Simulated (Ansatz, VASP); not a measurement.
Ga: VASP beside Ansatz

```
CELL_PARAMETERS angstrom
-1.68734 1.68734 1.68734
1.68734 -1.68734 1.68734
1.68734 1.68734 -1.68734
ATOMIC_POSITIONS crystal
Ga 0.00000 0.00000 0.00000
```

Alike in both runs: functional PBE; k mesh 17 × 17 × 17; occupations fermi-dirac, width 0.08 eV; no spin polarisation.

Ansatz relaxed the structure, and its values are those at the end. VASP's run is a single point on that final structure, the one shown.

|  | VASP | Ansatz |
| --- | --- | --- |
| version | VASP 6.6.1 | Ansatz 0.2.0 |
| potentials or method | VASP PAW PBE potentials, release 64 (Ga_d) | PAW with Ansatz's default frozen-core files, scalar-relativistic |
| plane-wave cutoff (eV) | 520 | 420 |
| valence electrons in the cell | 13 | 13 |

|  | VASP | Ansatz | Ansatz less VASP |
| --- | --- | --- | --- |
| pressure (GPa) | 0.1 | 0.0 | -0.06 |
